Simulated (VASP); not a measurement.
# CaSe (Fm-3m) in VASP: a series of runs

One crystal, CaSe, is run at these levels: r2SCAN; tasks: single point.

All numbers are computed with VASP 6.6.1; they aren't measurements. Logs are shortened: lines on timing, memory, paths and dates and some standing lists are left out, and cuts for length are marked.

## 1. Starting point

The structure is cubic, space group Fm-3m (No. 225). Conventional cell: a = 5.912 Å, b = 5.912 Å, c = 5.912 Å, α = 90.00°, β = 90.00°, γ = 90.00°. Se (site symmetry m-3m) is surrounded by 6 Ca at 2.96 Å. Ca (site symmetry m-3m) is surrounded by 6 Se at 2.96 Å.

## 2. Single point, r2SCAN

The input, INCAR:

```
SYSTEM = CaSe
PREC = Accurate
ENCUT = 450
EDIFF = 1E-6
ISMEAR = 0
SIGMA = 0.05
LREAL = Auto
LASPH = .TRUE.
NELM = 100
ALGO = Normal
ISIF = 2
LWAVE = .FALSE.
LCHARG = .FALSE.
METAGGA = R2SCAN
LMIXTAU = .TRUE.
ADDGRID = .FALSE.
```

The input, KPOINTS:

```
regular mesh
0
G
  7 7 7
  0 0 0
```

The input, POSCAR:

```
CaSe
1.0
    0.0000000000      2.9560000000      2.9560000000
    2.9560000000      0.0000000000      2.9560000000
    2.9560000000      2.9560000000      0.0000000000
Se Ca
1 1
Direct
    0.5137070000      0.4880300000      0.5023060000
    0.0084580000     -0.0027510000     -0.0091450000
```

Potentials or basis: VASP PAW PBE potentials, release 64 (Se, Ca_sv).

Run with:

```bash
$ cat potpaw_PBE.64/Se/POTCAR potpaw_PBE.64/Ca_sv/POTCAR > POTCAR
$ mpirun -np 1 vasp_std > vasp.out
```

OUTCAR:

```text
SYSTEM = CaSe
   PREC = Accurate
   ENCUT = 450
   EDIFF = 1E-6
   ISMEAR = 0
   LREAL = Auto
   LASPH = .TRUE.
   NELM = 100
   ISIF = 2
   METAGGA = R2SCAN

 Found    172 irreducible k-points:

 Following reciprocal coordinates:
            Coordinates               Weight
  0.000000  0.000000  0.000000      1.000000
  0.142857  0.000000  0.000000      2.000000
  0.000000  0.142857  0.000000      2.000000
  0.000000  0.000000  0.142857      2.000000
  0.142857  0.142857  0.142857      2.000000
  0.285714  0.000000  0.000000      2.000000
   k-points           NKPTS =    172   k-points in BZ     NKDIM =    172   number of bands    NBANDS=     12
   number of dos      NEDOS =    301   number of ions     NIONS =      2
   total plane-waves  NPLWV =  27000
   dimension x,y,z NGX =    30 NGY =   30 NGZ =   30
   dimension x,y,z NGXF=    60 NGYF=   60 NGZF=   60
   ions per type =               1   1
   NGX,Y,Z   is equivalent  to a cutoff of  11.93, 11.93, 11.93 a.u.
   NGXF,Y,Z  is equivalent  to a cutoff of  23.86, 23.86, 23.86 a.u.
 SYSTEM =  CaSe
   PREC   = accura    normal or accurate (medium, high low for compatibility)
   ISTART =      0    job   : 0-new  1-cont  2-samecut
   ICHARG =      2    charge: 1-file 2-atom 10-const
   ISPIN  =      1    spin polarized calculation?
   LNONCOLLINEAR =      F non collinear calculations
   LSORBIT =      F    spin-orbit coupling
   LASPH  =      T    aspherical Exc in radial PAW
   ENCUT  =  450.0 eV  33.07 Ry    5.75 a.u.   7.23  7.23  7.23*2*pi/ulx,y,z
   NELM   =    100;   NELMIN=  2; NELMDL= -5     # of ELM steps
   EDIFF  = 0.1E-05   stopping-criterion for ELM
   LREAL  =      T    real-space projection
   EDIFFG = 0.1E-04   stopping-criterion for IOM
   NSW    =      0    number of steps for IOM
   IBRION =     -1    ionic relax: 0-MD 1-quasi-New 2-CG
   NFREE  =      0    steps in history (QN), initial steepest desc. (CG)
   ISIF   =      2    stress and relaxation
   ISYM   =      2    0-nonsym 1-usesym 2-fastsym
   POTIM  = 0.5000    time-step for ionic-motion
   TEBEG  =    0.0;   TEEND  =   0.0 temperature during run
   PSTRESS=    0.0 pullay stress
   NELECT =      16.0000    total number of electrons
   NUPDOWN=      -1.0000    fix difference up-down
   EMIN   =  10.00;   EMAX   =-10.00  energy-range for DOS
   EFERMI =   0.00;   METHOD = LEGACY
   ISMEAR =     0;   SIGMA  =   0.05  broadening in eV -4-tet -1-fermi 0-gaus
   EFERMI_NEDOS =   21; number of points for ismear=-14 and -15
   IALGO  =     38    algorithm
   IMIX   =      4    mixing-type and parameters
     AMIX     =   0.40;   BMIX     =  1.00
     AMIX_MAG =   1.60;   BMIX_MAG =  1.00
  volume/ion in A,a.u.               =      25.83       174.30
  Fermi-wavevector in a.u.,A,eV,Ry     =   1.107645  2.093145 16.692666  1.226876
  Thomas-Fermi vector in A             =   2.244161
   LORBIT       =      0    0 simple, 1 ext, 2 COOP (PROOUT), +10 PAW based schemes
   METAGGA = R2SCAN    functional components
   LHFCALC =     F    Hartree Fock is set to
   AEXX    =    0.0000 exact exchange contribution
   IVDW    =     0    specifies the selected vdW correction
   LEPSILON=     F    determine dielectric tensor
   LRPA    =     F    only Hartree local field effects (RPA)
 non-spin polarized calculation
 Gauss-broadening in eV      SIGMA  =   0.05
  energy-cutoff  :      450.00
  volume of cell :       51.66
 maximum number of plane-waves:      1139
 NGX is ok and might be reduce to    30
   NGX = 15   NGY = 15   NGZ = 15

 number of electron      16.0000001 magnetization

 Free energy of the ion-electron system (eV)
  ---------------------------------------------------
  ext. energy  EPLUGINS =         0.00000000
  ---------------------------------------------------
  free energy    TOTEN  =       -25.97131705 eV

  energy without entropy =      -25.97131705  energy(sigma->0) =      -25.97131705

 E-fermi :   2.5218     XC(G=0):  -9.5876

 val. band max:        2.1897465321   @ k =   0.0000   0.0000   0.0000
 cond. band min:       4.7484508388   @ k =   0.4286   0.0000   0.4286
 fundamental gap:      2.5587043067
 Fermi energy:         2.5217907780

 k-point     1 :       0.0000    0.0000    0.0000
  band No.  band energies     occupation
      1     -39.0932      2.00000
      2     -19.2056      2.00000
      3     -19.2050      2.00000
      4     -19.2050      2.00000
      5     -10.0064      2.00000
      6       2.1879      2.00000
      7       2.1896      2.00000
      8       2.1897      2.00000
      9       6.3410      0.00000
     10       6.4225      0.00000
     11       6.4278      0.00000
     12       6.4294      0.00000

 k-point     2 :       0.1429    0.0000    0.0000
  band No.  band energies     occupation
      1     -39.0920      2.00000
      2     -19.2279      2.00000
      3     -19.2068      2.00000
      4     -19.2063      2.00000
      5      -9.8816      2.00000
      6       1.2878      2.00000
      7       1.8976      2.00000
      8       1.9002      2.00000
      9       6.3965      0.00000
     10       6.7022      0.00000
     11       6.7029      0.00000
     12       7.4088      0.00000

 k-point     3 :       0.0000    0.1429    0.0000
  band No.  band energies     occupation
      1     -39.0920      2.00000
      2     -19.2280      2.00000
      3     -19.2067      2.00000
      4     -19.2064      2.00000
      5      -9.8816      2.00000
      6       1.2886      2.00000
      7       1.8970      2.00000
      8       1.8991      2.00000
      9       6.3984      0.00000
     10       6.7015      0.00000
     11       6.7042      0.00000
     12       7.4156      0.00000

 k-point     4 :       0.0000    0.0000    0.1429
  band No.  band energies     occupation
      1     -39.0920      2.00000
      2     -19.2280      2.00000
      3     -19.2067      2.00000
      4     -19.2063      2.00000
      5      -9.8816      2.00000
      6       1.2892      2.00000
      7       1.8971      2.00000
      8       1.8976      2.00000
      9       6.4000      0.00000
     10       6.7020      0.00000
     11       6.7041      0.00000
     12       7.4217      0.00000

 k-point     5 :       0.1429    0.1429    0.1429
  band No.  band energies     occupation
      1     -39.0920      2.00000
      2     -19.2279      2.00000
      3     -19.2068      2.00000
      4     -19.2064      2.00000
      5      -9.8816      2.00000
      6       1.2882      2.00000
      7       1.8972      2.00000
      8       1.8997      2.00000
      9       6.3974      0.00000
     10       6.7016      0.00000
     11       6.7038      0.00000
     12       7.4121      0.00000

 k-point     6 :       0.2857    0.0000    0.0000
  band No.  band energies     occupation
      1     -39.0891      2.00000
      2     -19.2779      2.00000
      3     -19.2098      2.00000
      4     -19.2094      2.00000
      5      -9.5830      2.00000
      6      -0.0960      2.00000
      7       1.3800      2.00000
      8       1.3818      2.00000
      9       6.5733      0.00000
     10       7.3765      0.00000
     11       7.3776      0.00000
     12       8.7931      0.00000

 [... further k-points ...]

------------------------ aborting loop because EDIFF is reached ----------------------------------------

  FORCE on cell =-STRESS in cart. coord.  units (eV):
  Direction    XX          YY          ZZ          XY          YZ          ZX
  --------------------------------------------------------------------------------------
  -------------------------------------------------------------------------------------
  Total        0.2714995      0.3279878      0.2733624     -0.0021587      0.0030911      0.0004447
  in kB        8.4204691     10.1724356      8.4782473     -0.0669503      0.0958693      0.0137919
  external PRESSURE =       9.0237173 kB  Pullay stress =       0.0000000 kB

 VOLUME and BASIS-vectors are now :
 -----------------------------------------------------------------------------
  energy-cutoff  :      450.00
  volume of cell :       51.66
      direct lattice vectors                 reciprocal lattice vectors
     0.000000000  2.956000000  2.956000000    -0.169147497  0.169147497  0.169147497
     2.956000000  0.000000000  2.956000000     0.169147497 -0.169147497  0.169147497
     2.956000000  2.956000000  0.000000000     0.169147497  0.169147497 -0.169147497

 POSITION                                       TOTAL-FORCE (eV/Angst)
 -----------------------------------------------------------------------------------
      2.92743      3.00333      2.96113        -0.021738     -0.170321      0.040393
      5.87684      2.95397      2.97287         0.021738      0.170321     -0.040393
 -----------------------------------------------------------------------------------
    total drift:                               -0.002938     -0.003082     -0.002557

  FREE ENERGIE OF THE ION-ELECTRON SYSTEM (eV)
  ---------------------------------------------------
  free  energy   TOTEN  =       -25.9713170451 eV

  energy  without entropy=      -25.9713170451  energy(sigma->0) =      -25.97131705
```

OSZICAR:

```text
N       E                     dE             d eps       ncg     rms          rms(c)
DAV:   1     0.856197840892E+02    0.85620E+02   -0.72585E+03  4128   0.113E+03
DAV:   2    -0.237451939301E+02   -0.10936E+03   -0.10474E+03  4636   0.280E+02
DAV:   3    -0.285863701365E+02   -0.48412E+01   -0.47965E+01  5396   0.576E+01
DAV:   4    -0.289316670072E+02   -0.34530E+00   -0.34452E+00  7256   0.126E+01
DAV:   5    -0.289347413918E+02   -0.30744E-02   -0.30738E-02  5136   0.134E+00    0.404E+00
DAV:   6    -0.256790136588E+02    0.32557E+01   -0.23662E+00  5428   0.152E+01    0.312E+00
DAV:   7    -0.263505958526E+02   -0.67158E+00   -0.88381E-01  4756   0.106E+01    0.815E-01
DAV:   8    -0.260258982300E+02    0.32470E+00   -0.49137E-01  5068   0.753E+00    0.472E-01
DAV:   9    -0.259652818752E+02    0.60616E-01   -0.33359E-01  4796   0.630E+00    0.331E-01
DAV:  10    -0.259352760385E+02    0.30006E-01   -0.59675E-02  4596   0.266E+00    0.931E-02
DAV:  11    -0.259697818828E+02   -0.34506E-01   -0.23465E-02  4524   0.168E+00    0.969E-02
DAV:  12    -0.259700275006E+02   -0.24562E-03   -0.34534E-03  5336   0.591E-01    0.710E-02
DAV:  13    -0.259711989738E+02   -0.11715E-02   -0.11897E-03  4864   0.343E-01    0.222E-02
DAV:  14    -0.259712966099E+02   -0.97636E-04   -0.17045E-04  5248   0.139E-01    0.160E-02
DAV:  15    -0.259712071268E+02    0.89483E-04   -0.35901E-05  4884   0.743E-02    0.991E-03
DAV:  16    -0.259713073817E+02   -0.10025E-03   -0.37141E-05  4852   0.726E-02    0.333E-03
DAV:  17    -0.259713169891E+02   -0.96073E-05   -0.12045E-05  5268   0.374E-02    0.242E-03
DAV:  18    -0.259713170451E+02   -0.56049E-07   -0.25304E-07  3452   0.471E-03
   1 F= -.25971317E+02 E0= -.25971317E+02  d E =-.149010E-22
```

stdout:

```text
POSCAR found type information on POSCAR SeCa
 POSCAR found :  2 types and       2 ions
 scaLAPACK will be used
 -----------------------------------------------------------------------------
|                                                                             |
|                                                                             |
|     You have a (more or less) 'small supercell' and for smaller cells       |
|     it is recommended to use the reciprocal-space projection scheme!        |
|     The real-space optimization is not efficient for small cells and it     |
|     is also less accurate ...                                               |
|     Therefore, set LREAL=.FALSE. in the INCAR file.                         |
|                                                                             |
 -----------------------------------------------------------------------------

 -----------------------------------------------------------------------------
|                                                                             |
|                                                                             |
|     You enforced a specific xc type in the INCAR file but a different       |
|     I HOPE YOU KNOW WHAT YOU ARE DOING!                                     |
|                                                                             |
 -----------------------------------------------------------------------------

 LDA part: xc-table for (None), standard interpolation
 POSCAR, INCAR and KPOINTS ok, starting setup
 FFT: planning ... GRIDC
 FFT: planning ... GRID_SOFT
 FFT: planning ... GRID
 WAVECAR not read
 entering main loop
```

Run time: 5.4 min. Hardware: 1 thread of Intel Xeon Platinum 8488C (Sapphire Rapids), shared host; peak memory 0.21 GiB.

These settings aren't checked as converged: the numbers below hold their error.

Results:

```yaml
Free_energy: -25.9713 eV
Pressure: 0.9 GPa
Largest_force: 0.176 eV/Å
Band_gap_on_the_k_mesh: 2.56 eV, indirect (least direct gap 3.48 eV)
```

Caveat: the PAW data sets were made with another functional, which shifts forces and pressure a little; an odd mesh through Γ misses points on the zone boundary, where band edges often lie.

## 3. Single point, r2SCAN

INCAR, as its differences from that of step 2:

```diff
@@ -3,6 +3,6 @@
 ENCUT = 450
-EDIFF = 1E-6
+EDIFF = 0.01
 ISMEAR = 0
 SIGMA = 0.05
-LREAL = Auto
+LREAL = .FALSE.
 LASPH = .TRUE.
```

KPOINTS is that of step 2.

The input, POSCAR:

```
CaSe
1.0
    0.0000000000      2.9560000000      2.9560000000
    2.9560000000      0.0000000000      2.9560000000
    2.9560000000      2.9560000000      0.0000000000
Se Ca
1 1
Direct
    0.5000000000      0.5000000000      0.5000000000
    0.0000000000      0.0000000000      0.0000000000
```

Potentials or basis: VASP PAW PBE potentials, release 64 (Se, Ca_sv).

Run with:

```bash
$ cat potpaw_PBE.64/Se/POTCAR potpaw_PBE.64/Ca_sv/POTCAR > POTCAR
$ mpirun -np 1 vasp_std > vasp.out
```

Run time: 29 s. Hardware: 1 thread of Intel Xeon Platinum 8488C (Sapphire Rapids), shared host; peak memory 0.17 GiB.

The run converged, but some of its settings lie outside the range that counts as converged, so its numbers aren't taken as properties of the crystal.

Results:

```yaml
Free_energy: -25.9741 eV
Pressure: 1.0 GPa
Band_gap_on_the_k_mesh: 2.57 eV, indirect (least direct gap 3.48 eV)
```

Caveat: the PAW data sets were made with another functional, which shifts forces and pressure a little; an odd mesh through Γ misses points on the zone boundary, where band edges often lie.

(Part 1 of 2 ends here.)
